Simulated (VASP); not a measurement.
# ZrC (Fm-3m) in VASP: notebook

The runs below take ZrC through relaxation of cell and atoms, with PBE.

Everything below comes from runs of VASP 6.6.1. Logs are shortened: lines on timing, memory, paths and dates and some standing lists are left out, and cuts for length are marked.

### 1 The structure

The structure is cubic, space group Fm-3m (No. 225). The conventional cell has a = 4.730 Å, b = 4.730 Å, c = 4.730 Å, α = 90.00°, β = 90.00°, γ = 90.00°. Zr (site symmetry m-3m) is surrounded by 6 C at 2.37 Å. C (site symmetry m-3m) has 6 Zr at 2.37 Å as nearest neighbours.

### 2 Relaxation of cell and atoms, PBE

The input, INCAR:

```
ALGO = Normal ; EDIFF = 1E-7
EDIFFG = -0.002 ; ENCUT = 520
GGA = PE ; IBRION = 2
ISIF = 3 ; ISMEAR = 0
LASPH = True ; LCHARG = False
LREAL = False ; LWAVE = False
NELM = 60 ; NSW = 80
PREC = Accurate ; SIGMA = 1.0
```

The input, KPOINTS:

```
k-points
0
Gamma
  16 16 16
```

The input, POSCAR:

```
ZrC
1.0
    0.0000000000      2.3650000000      2.3650000000
    2.3650000000      0.0000000000      2.3650000000
    2.3650000000      2.3650000000      0.0000000000
Zr C
1 1
Direct
    0.5000000000      0.5000000000      0.5000000000
    0.0000000000      0.0000000000      0.0000000000
```

Potentials or basis: VASP PAW PBE potentials, release 64 (Zr_sv, C).

On the command line:

```bash
> cat potpaw_PBE.64/Zr_sv/POTCAR potpaw_PBE.64/C/POTCAR > POTCAR
> mpirun -np 1 vasp_std > vasp.out
```

OUTCAR:

```text
EDIFF = 1E-7
   EDIFFG = -0.002
   ENCUT = 520
   GGA = PE
   IBRION = 2
   ISIF = 3
   ISMEAR = 0
   LASPH = True
   LREAL = False
   NELM = 60
   NSW = 80
   PREC = Accurate

 ion  position               nearest neighbor table
   1  0.500  0.500  0.500-   2 2.37   2 2.37   2 2.37   2 2.37   2 2.37   2 2.37
   2  0.000  0.000  0.000-   1 2.37   1 2.37   1 2.37   1 2.37   1 2.37   1 2.37

  LATTYP: Found a face centered cubic cell.
 ALAT       =     4.7300000000

  Lattice vectors:

 A1 = (   0.0000000000,   2.3650000000,   2.3650000000)
 A2 = (   2.3650000000,   0.0000000000,   2.3650000000)
 A3 = (   2.3650000000,   2.3650000000,   0.0000000000)

Analysis of symmetry for initial positions (statically):
=====================================================================
 Subroutine PRICEL returns:
 Original cell was already a primitive cell.

 Routine SETGRP: Setting up the symmetry group for a
 face centered cubic supercell.

 Subroutine GETGRP returns: Found 48 space group operations
 (whereof 48 operations were pure point group operations)
 out of a pool of 48 trial point group operations.

The static configuration has the point symmetry O_h .

Analysis of symmetry for dynamics (positions and initial velocities):
=====================================================================
 Subroutine PRICEL returns:
 Original cell was already a primitive cell.

 Routine SETGRP: Setting up the symmetry group for a
 face centered cubic supercell.

 Subroutine GETGRP returns: Found 48 space group operations
 (whereof 48 operations were pure point group operations)
 out of a pool of 48 trial point group operations.

The dynamic configuration has the point symmetry O_h .

 Subroutine INISYM returns: Found 48 space group operations
 (whereof 48 operations are pure point group operations),
 and found     1 'primitive' translations

----------------------------------------------------------------------------------------

                                     Primitive cell

  volume of cell :      26.4560

  direct lattice vectors                    reciprocal lattice vectors
     0.000000000  2.365000000  2.365000000    -0.211416490  0.211416490  0.211416490
     2.365000000  0.000000000  2.365000000     0.211416490 -0.211416490  0.211416490
     2.365000000  2.365000000  0.000000000     0.211416490  0.211416490 -0.211416490

  length of vectors
     3.344615075  3.344615075  3.344615075     0.366184103  0.366184103  0.366184103

  position of ions in fractional coordinates (direct lattice)
     0.500000000  0.500000000  0.500000000
     0.000000000  0.000000000  0.000000000

  ion indices of the primitive-cell ions
   primitive index   ion index
                 1           1
                 2           2

----------------------------------------------------------------------------------------

 KPOINTS: k-points

Automatic generation of k-mesh.
 Grid dimensions read from file:
 generate k-points for:   16   16   16

 Generating k-lattice:

  Cartesian coordinates                     Fractional coordinates (reciprocal lattice)
    -0.013213531  0.013213531  0.013213531     0.062500000  0.000000000  0.000000000
     0.013213531 -0.013213531  0.013213531     0.000000000  0.062500000  0.000000000
     0.013213531  0.013213531 -0.013213531     0.000000000  0.000000000  0.062500000

  Length of vectors
     0.022886506  0.022886506  0.022886506

  Shift w.r.t. Gamma in fractional coordinates (k-lattice)
     0.000000000  0.000000000  0.000000000

 Subroutine IBZKPT returns following result:
 ===========================================

 Found    145 irreducible k-points:

 Following reciprocal coordinates:
            Coordinates               Weight
  0.000000  0.000000  0.000000      1.000000
  0.062500  0.000000  0.000000      8.000000
  0.125000  0.000000  0.000000      8.000000
  0.187500  0.000000  0.000000      8.000000
  0.250000  0.000000  0.000000      8.000000
  0.312500  0.000000  0.000000      8.000000
[... 16 lines left out ...]
 -0.125000  0.062500  0.000000     24.000000
 -0.062500  0.062500  0.000000     12.000000
 [... further k-points ...]
   k-points           NKPTS =    145   k-points in BZ     NKDIM =    145   number of bands    NBANDS=     12
   number of dos      NEDOS =    301   number of ions     NIONS =      2
   total plane-waves  NPLWV =  21952
   dimension x,y,z NGX =    28 NGY =   28 NGZ =   28
   dimension x,y,z NGXF=    56 NGYF=   56 NGZF=   56
   ions per type =               1   1
   NGX,Y,Z   is equivalent  to a cutoff of  13.92, 13.92, 13.92 a.u.
   NGXF,Y,Z  is equivalent  to a cutoff of  27.84, 27.84, 27.84 a.u.
 SYSTEM =  unknown system
   PREC   = accura    normal or accurate (medium, high low for compatibility)
   ISTART =      0    job   : 0-new  1-cont  2-samecut
   ICHARG =      2    charge: 1-file 2-atom 10-const
   ISPIN  =      1    spin polarized calculation?
   LNONCOLLINEAR =      F non collinear calculations
   LSORBIT =      F    spin-orbit coupling
   LASPH  =      T    aspherical Exc in radial PAW
   ENCUT  =  520.0 eV  38.22 Ry    6.18 a.u.   6.22  6.22  6.22*2*pi/ulx,y,z
   NELM   =     60;   NELMIN=  2; NELMDL= -5     # of ELM steps
   EDIFF  = 0.1E-06   stopping-criterion for ELM
   LREAL  =      F    real-space projection
   EDIFFG = -.2E-02   stopping-criterion for IOM
   NSW    =     80    number of steps for IOM
   IBRION =      2    ionic relax: 0-MD 1-quasi-New 2-CG
   NFREE  =      1    steps in history (QN), initial steepest desc. (CG)
   ISIF   =      3    stress and relaxation
   ISYM   =      2    0-nonsym 1-usesym 2-fastsym
   POTIM  = 0.5000    time-step for ionic-motion
   TEBEG  =    0.0;   TEEND  =   0.0 temperature during run
   PSTRESS=    0.0 pullay stress
   NELECT =      16.0000    total number of electrons
   NUPDOWN=      -1.0000    fix difference up-down
   EMIN   =  10.00;   EMAX   =-10.00  energy-range for DOS
   EFERMI =   0.00;   METHOD = LEGACY
   ISMEAR =     0;   SIGMA  =   1.00  broadening in eV -4-tet -1-fermi 0-gaus
   EFERMI_NEDOS =   21; number of points for ismear=-14 and -15
   IALGO  =     38    algorithm
   IMIX   =      4    mixing-type and parameters
     AMIX     =   0.40;   BMIX     =  1.00
     AMIX_MAG =   1.60;   BMIX_MAG =  1.00
  volume/ion in A,a.u.               =      13.23        89.27
  Fermi-wavevector in a.u.,A,eV,Ry     =   1.384439  2.616209 26.077880  1.916670
  Thomas-Fermi vector in A             =   2.508943
   LORBIT       =      0    0 simple, 1 ext, 2 COOP (PROOUT), +10 PAW based schemes
   GGA     = PE    functional components
   LHFCALC =     F    Hartree Fock is set to
   AEXX    =    0.0000 exact exchange contribution
   IVDW    =     0    specifies the selected vdW correction
   LEPSILON=     F    determine dielectric tensor
   LRPA    =     F    only Hartree local field effects (RPA)
 conjugate gradient relaxation of ions
 non-spin polarized calculation
 Gauss-broadening in eV      SIGMA  =   1.00
  energy-cutoff  :      520.00
  volume of cell :       26.46
 maximum number of plane-waves:       728
 NGX is ok and might be reduce to    28
   NGX = 13   NGY = 13   NGZ = 13

--------------------------------------- Ionic step        1  -------------------------------------------

 number of electron      16.0000000 magnetization

 Free energy of the ion-electron system (eV)
  ---------------------------------------------------
  ext. energy  EPLUGINS =         0.00000000
  ---------------------------------------------------
  free energy    TOTEN  =       -19.55455879 eV

  energy without entropy =      -19.32966048  energy(sigma->0) =      -19.44210963

------------------------ aborting loop because EDIFF is reached ----------------------------------------

  FORCE on cell =-STRESS in cart. coord.  units (eV):
  Direction    XX          YY          ZZ          XY          YZ          ZX
  --------------------------------------------------------------------------------------
  -------------------------------------------------------------------------------------
  Total       -0.3589187     -0.3589187     -0.3589187     -0.0000000      0.0000000     -0.0000000
  in kB      -21.7361824    -21.7361824    -21.7361824     -0.0000000      0.0000000     -0.0000000
  external PRESSURE =     -21.7361824 kB  Pullay stress =       0.0000000 kB

 VOLUME and BASIS-vectors are now :
 -----------------------------------------------------------------------------
  energy-cutoff  :      520.00
  volume of cell :       26.46
      direct lattice vectors                 reciprocal lattice vectors
     0.000000000  2.365000000  2.365000000    -0.211416490  0.211416490  0.211416490
     2.365000000  0.000000000  2.365000000     0.211416490 -0.211416490  0.211416490
     2.365000000  2.365000000  0.000000000     0.211416490  0.211416490 -0.211416490
[... 37 lines left out ...]
 POSITION                                       TOTAL-FORCE (eV/Angst)
 -----------------------------------------------------------------------------------
      2.34452      2.34452      2.34452         0.000000     -0.000000      0.000000
      2.34452      0.00000      2.34452        -0.000000      0.000000     -0.000000
 -----------------------------------------------------------------------------------
    total drift:                                0.000000      0.000000      0.000000

  FREE ENERGIE OF THE ION-ELECTRON SYSTEM (eV)
  ---------------------------------------------------
  free  energy   TOTEN  =       -19.5518140156 eV

  energy  without entropy=      -19.3333193334  energy(sigma->0) =      -19.44256667

--------------------------------------- Ionic step        3  -------------------------------------------

 number of electron      16.0000000 magnetization

 Free energy of the ion-electron system (eV)
  ---------------------------------------------------
  ext. energy  EPLUGINS =         0.00000000
  ---------------------------------------------------
  free energy    TOTEN  =       -19.55639695 eV

  energy without entropy =      -19.33403736  energy(sigma->0) =      -19.44521716

 E-fermi :   9.5531     XC(G=0): -12.0919

 val. band max:        9.5479511583   @ k =   0.5000   0.5000   0.0000
 cond. band min:       9.6179586482   @ k =   0.5000   0.4375   0.0000
 fundamental gap:      0.0700074899
 Fermi energy:         9.5531222962

 k-point     1 :       0.0000    0.0000    0.0000
  band No.  band energies     occupation
      1     -38.6125      2.00000
      2     -16.3297      2.00000
      3     -16.3297      2.00000
      4     -16.3297      2.00000
      5      -1.7752      2.00000
      6      10.4273      0.21634
      7      10.4273      0.21634
      8      10.4273      0.21634
      9      10.6090      0.13539
     10      10.6090      0.13539
     11      10.6090      0.13539
     12      12.3058      0.00010

 k-point     2 :       0.0625    0.0000    0.0000
  band No.  band energies     occupation
      1     -38.6088      2.00000
      2     -16.3637      2.00000
      3     -16.3327      2.00000
      4     -16.3327      2.00000
      5      -1.6874      2.00000
      6       9.6997      0.83580
      7       9.8950      0.62875
      8       9.8950      0.62875
      9      10.8179      0.07366
     10      10.8179      0.07366
     11      11.1323      0.02553
     12      12.8115      0.00000
[... 316 lines left out ...]
 k-point    24 :      -0.0625    0.0625    0.0000
  band No.  band energies     occupation
      1     -38.6028      2.00000
      2     -16.4105      2.00000
      3     -16.3512      2.00000
      4     -16.3314      2.00000
      5      -1.5455      2.00000
      6       9.1160      1.46352
      7       9.3278      1.24997
      8       9.4774      1.08525
      9      10.7506      0.09037
     10      11.3627      0.01049
     11      11.4379      0.00769
     12      12.9193      0.00000

 [... further k-points ...]

------------------------ aborting loop because EDIFF is reached ----------------------------------------

  FORCE on cell =-STRESS in cart. coord.  units (eV):
  Direction    XX          YY          ZZ          XY          YZ          ZX
  --------------------------------------------------------------------------------------
  -------------------------------------------------------------------------------------
  Total       -0.0003521     -0.0003521     -0.0003521      0.0000000     -0.0000000     -0.0000000
  in kB       -0.0215423     -0.0215423     -0.0215423      0.0000000     -0.0000000     -0.0000000
  external PRESSURE =      -0.0215423 kB  Pullay stress =       0.0000000 kB

 VOLUME and BASIS-vectors are now :
 -----------------------------------------------------------------------------
  energy-cutoff  :      520.00
  volume of cell :       26.19
      direct lattice vectors                 reciprocal lattice vectors
    -0.000000000  2.357023824  2.357023824    -0.212131925  0.212131925  0.212131925
     2.357023824  0.000000000  2.357023824     0.212131925 -0.212131925  0.212131925
     2.357023824  2.357023824 -0.000000000     0.212131925  0.212131925 -0.212131925

 POSITION                                       TOTAL-FORCE (eV/Angst)
 -----------------------------------------------------------------------------------
      2.35702      2.35702      2.35702         0.000000      0.000000     -0.000000
      0.00000      0.00000      0.00000        -0.000000     -0.000000      0.000000
 -----------------------------------------------------------------------------------
    total drift:                                0.000000      0.000000      0.000000

  FREE ENERGIE OF THE ION-ELECTRON SYSTEM (eV)
  ---------------------------------------------------
  free  energy   TOTEN  =       -19.5563969545 eV

  energy  without entropy=      -19.3340373567  energy(sigma->0) =      -19.44521716

 reached required accuracy - stopping structural energy minimisation
```

It took 1.8 min on 1 thread of Intel Xeon Platinum 8375C at 2.90GHz (Ice Lake), shared host; peak memory 0.2 GiB.

Results:

| Item | Value |
| --- | --- |
| Free energy | -19.5564 eV |
| Relaxed volume | 13.09 Å³/atom |
| Relaxed cell | a = 3.333 Å, b = 3.333 Å, c = 3.333 Å, α = 60.00°, β = 60.00°, γ = 60.00° |
| Space group after relaxing (to 0.05 Å) | Fm-3m (No. 225) |
| Energy gained by relaxing | 0.9 meV/atom |
| Ionic steps | 3 |
| Pressure after relaxing | 0.0 GPa |
| Band gap on the k mesh | none (metal or under the smearing width) |

Step by step:
```tsv
step	energy change (eV)	largest force (eV/Å)	pressure (GPa)	volume (Å³)
1	0.0000	0.0000	-2.17	26.46
2	0.0027	0.0000	3.60	25.77
3	-0.0018	0.0000	0.00	26.19
```

Final structure:
```
CELL_PARAMETERS angstrom
0.00000 2.35702 2.35702
2.35702 0.00000 2.35702
2.35702 2.35702 0.00000
ATOMIC_POSITIONS crystal
Zr 0.50000 0.50000 0.50000
C 0.00000 0.00000 0.00000
```

Levels at points of the mesh, in eV from the Fermi level:
```csv
k point,band 5,band 6,band 7,band 8,band 9,band 10,band 11,band 12
"(0.00, 0.00, 0.00)",-11.33,0.87,0.87,0.87,1.06,1.06,1.06,2.75
"(0.50, 0.00, 0.00)",-8.30,-5.31,-2.95,-2.95,4.42,4.42,5.24,6.45
"(0.50, 0.50, 0.00)",-10.16,-2.12,-1.77,-0.01,-0.01,4.37,5.57,5.57
```

(Continued in part 2 of 2.)
